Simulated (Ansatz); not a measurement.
Wanted: the native input for an Ansatz 0.2.0 run.

```
Task                : relaxation of cell and atoms
Functional          : r2SCAN
Dispersion          : rVV10
Potentials or basis : Ansatz PAW
Cutoff              : 500 eV (not typed: the program's choice for these potentials)
k mesh              : 12 × 12 × 12
Occupations         : fermi-dirac, width 0.05 eV
Spin                : no spin polarisation
```

The system is TiH2.

```xyz
3
Lattice="-1.5965 1.5965 2.1335 1.5965 -1.5965 2.1335 1.5965 1.5965 -2.1335" Properties=species:S:1:pos:R:3 pbc="T T T"
Ti    0.0000    0.0000    0.0000
H     1.5965    0.0000    1.0668
H     0.0000    1.5965    1.0668
```

One way to write it, as run:

input.yaml

```yaml
crystal:
  lattice:
    - [-1.5965, 1.5965, 2.1335]
    - [1.5965, -1.5965, 2.1335]
    - [1.5965, 1.5965, -2.1335]
  atoms:
    - { symbol: Ti, position: [0.0, 0.0, 0.0] }
    - { symbol: H, position: [0.25, 0.75, 0.5] }
    - { symbol: H, position: [0.75, 0.25, 0.5] }
hamiltonian:
  xc: r2scan
  pseudopotentials: { kind: paw }
  dispersion: rvv10
kpoints:
  mp_grid: { grid: [12, 12, 12] }
scf:
  occupations: { method: fermi_dirac, width: 0.05 }
output:
  forces: true
  stress: true
  eigenvalues: true
  write_density: true
  write_potential: true
  elf: true
  volumetric_format: npy
relax:
  f_tol: 0.01
  max_steps: 40
  cell: { stress_tol: 0.05 }
```

Potentials or basis: Ansatz PAW.

The run is started by

```console
$ ansatz run input.yaml --threads 2 --pin off --max-ram 5632MiB --backend cpu --events-out ev --progress --plain --runs-dir out
```

It gave:

| Property | Result |
| --- | --- |
| Relaxed volume | 7.06 Å³/atom |
| Relaxed cell | a = 3.070 Å, b = 3.070 Å, c = 3.070 Å, α = 117.50°, β = 117.50°, γ = 94.39° |
| Space group after relaxing (to 0.05 Å) | I4/mmm (No. 139) |
| Energy gained by relaxing | 2.5 meV/atom |
| Ionic steps | 7 |
| Pressure after relaxing | 0.0 GPa |
| Band gap on the k mesh | none (metal or under the smearing width) |

Caveat: the plane-wave basis is chosen anew once the cell has moved, so the energies of steps on either side of that aren't comparable; the PAW data sets come from PBE, with cores solved anew for the run's functional, which leaves a small shift of forces and pressure.

Wall time 24 s on 2 threads of AMD EPYC 7R43 64-Core Processor (Zen 3), on a shared host, peak memory 0.51 GiB.
